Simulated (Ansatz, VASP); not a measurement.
# Ge in VASP and in Ansatz

The input INCAR:

```
SYSTEM = Ge
PREC = Accurate
ENCUT = 520
EDIFF = 1E-6
ISMEAR = 0
SIGMA = 0.1
LREAL = .FALSE.
LASPH = .TRUE.
NELM = 80
ALGO = Normal
ISIF = 2
LWAVE = .FALSE.
LCHARG = .FALSE.
GGA = PS
NBANDS = 13
```

KPOINTS

```
Automatic mesh
0
G
  9 9 9
  0 0 0
```

POSCAR

```
Ge
1.0
    1.4154850031     -2.6347210296      0.0000000000
    1.4154850031      2.6347210296      0.0000000000
    0.0000000000      0.0000000000      2.7337067034
Ge
1
Direct
    0.5000000000      0.5000000000      0.0000000000
```

Input for Ansatz:

```yaml
crystal:
  lattice:
    - [1.4154850030771695, -2.634721029634371, 0.0]
    - [1.4154850030771695, 2.634721029634371, 0.0]
    - [0.0, 0.0, 2.733706703387602]
  atoms:
    - { symbol: Ge, position: [0.5, 0.5, 0.0] }
basis:
  ecutwfc: 630.0
  ecutrho_ratio: 4
kpoints:
  mp_grid:
    grid: [9, 9, 9]
hamiltonian:
  xc: pbesol
scf:
  max_iter: 200
  convergence:
    dr2_threshold: 1.0e-05
  mixing:
    algorithm: msr1
    beta: 0.4
    ndim: 12
  occupations:
    method: gaussian
    width: 0.1
output:
  stress: true
```

This isn't the form of Ge at room conditions, which is diamond.

Alike in both runs: task single point; functional PBEsol; k mesh 9 × 9 × 9; occupations gaussian, width 0.1 eV; no spin polarisation.

|  | VASP | Ansatz |
| --- | --- | --- |
| version | VASP 6.6.1 | Ansatz 0.2.0 |
| potentials or method | VASP PAW PBE potentials, release 64 (Ge_d) | plane waves, PAW |
| plane-wave cutoff (eV) | 520 | 630 |
| valence electrons in the cell | 14 | 14 |

```tsv
	VASP	Ansatz	Ansatz less VASP
pressure (GPa)	-6.4	-6.4	+0.09
largest component of the traceless stress (GPa)	1.43	1.42	-0.007
```

With one functional, cell and mesh, what is left measures potentials, basis and numerics. Ansatz warned: «stress_scf_threshold_loose».

Caveats: the PAW data sets were made with another functional, which shifts forces and pressure a little (VASP).
